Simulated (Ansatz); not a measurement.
A single-point calculation of SnO in the h-MgO-type structure with the PAW code Ansatz, at the level r2SCAN. The cell was relaxed with r2SCAN and then strained (uniaxial -1.32 % along x, other directions held), with the atoms relaxed again with r2SCAN; k points keep the names of the unstrained zone.

```yaml
crystal:
  lattice:
    - [4.0710427221, 0.0, 0.0]
    - [-2.035521361, 3.5727872084, 0.0]
    - [0.0, 0.0, 5.1854029691]
  atoms:
    - { symbol: Sn, position: [0.3511104838, 0.7022209675, 0.25] }
    - { symbol: Sn, position: [0.6488895162, 0.2977790325, 0.75] }
    - { symbol: O, position: [0.7156805601, 0.4313611203, 0.25] }
    - { symbol: O, position: [0.2843194399, 0.5686388797, 0.75] }
kpoints:
  mp_grid: { grid: [12, 12, 6] }
  band_path:
    path:
      - [0.0, 0.0, 0.0]
      - [0.5, 0.0, 0.0]
      - [0.3333333333, 0.3333333333, 0.0]
      - [0.0, 0.0, 0.5]
      - [0.5, 0.0, 0.5]
      - [0.3333333333, 0.3333333333, 0.5]
    npoints: 1
hamiltonian:
  xc: r2scan
scf:
  occupations: { method: fixed }
  n_extra_bands: 5
output:
  forces: true
  stress: true
  eigenvalues: true
```

Some lines of the output have been replaced by numbered gaps.
```
scf.n_extra_bands = 5 over 20 filled bands (N_el = 40.0): the run solves 25 bands
Functional definition: r2SCAN
Crystal: 4 atoms, lattice volume = 75.422 Å³
Basis set: ecut = 500 eV, 1897 PW (Γ)
Symmetry: 8 space group operations
Space group: Cmcm (ITA 63)
k-points: 172 of 864
SCF 1 converged in 7 iterations: F = -13212.152780 eV  dr2 = 5.00e-8
SCF converged after 7 iterations
Free energy (F): -13212.152780 eV
[1]
--- Per-component energies (eV) ---
  E_band       = -238.506699
  E_kinetic    = 720.009897
  E_local      = -2579.952235
  E_nonlocal   = 27.981619
  E_hartree    = 1387.380674
  E_xc         = -898.243719
  E_vxc        = -422.261377
  E_paw        = -8628.552338
  E_vpaw       = -786.023497
  E_vtau       = 26.980097
  E_ewald      = -3242.185450
  E_core_change = 1.406758
--- Forces (eV/Å), atoms counted from 1 ---
  atom   1  Sn      0.00000    -0.00364      0.00000
  atom   2  Sn      0.00000      0.00364      0.00000
  atom   3  O       0.00000      0.00924      0.00000
  atom   4  O       0.00000    -0.00924      0.00000
--- Stress (GPa, compression-positive) ---
[2]
--- Band table (eV; the first three rows and the last of 172) ---
[3]
```

The rows of the band table are 0: (0, 0, 0) = Γ, 1: (0, 0, 1/6), 2: (0, 0, 1/3), 171: (-1/2, 1/4, -1/2).

Q: What stood in the gaps? They hold the Fermi energy and the band table, the stress.

A:
```
[1]
Fermi energy:    8.980513 eV
[2]
       -2.188629       0.000000       0.000000
        0.000000       6.741827       0.000000
        0.000000       0.000000      -2.039160
  P = ⅓ Tr σ = 0.8380 GPa (8.380 kbar)
[3]
  k-point 0: bands = […, 3.7627, 4.4021, 4.8138, 5.1585, 5.6905, 5.8905, 11.9706, 12.0229, 12.8108, 13.1790, …]
  k-point 1: bands = […, 3.8293, 4.7378, 4.7397, 5.1118, 5.9919, 6.0390, 11.6530, 12.0334, 12.9187, 13.3366, …]
  k-point 2: bands = […, 4.0140, 4.5398, 5.1100, 5.1368, 6.5061, 6.5156, 11.3358, 12.2038, 13.2517, 13.2605, …]
  k-point 171: bands = […, 3.9714, 3.9714, 5.5792, 5.5792, 8.1519, 8.1519, 10.6945, 10.6945, 12.0785, 12.0785, …]
```
Only the leading digits can be foreseen; the rest is this run's record.

r2SCAN gives an indirect gap of 0.72 eV, from k = (1/3, 1/3, 1/3) to k = (1/4, 1/3, 1/3); the least direct gap is 0.85 eV at k = (1/4, 1/3, 1/3). The gap is the least over the mesh and the extra points. With the atoms held, the mean pressure is +0.84 GPa (compression positive).

Command: `ansatz run input.yaml --threads 4 --pin off --max-ram 3686MiB --backend cpu --events-out ev --progress --plain --runs-dir out`.

No spin polarisation. The prototype was imposed, so other structures may be more stable.

Spin-orbit coupling is left out, which matters wherever the heavy atoms make up the band edges.
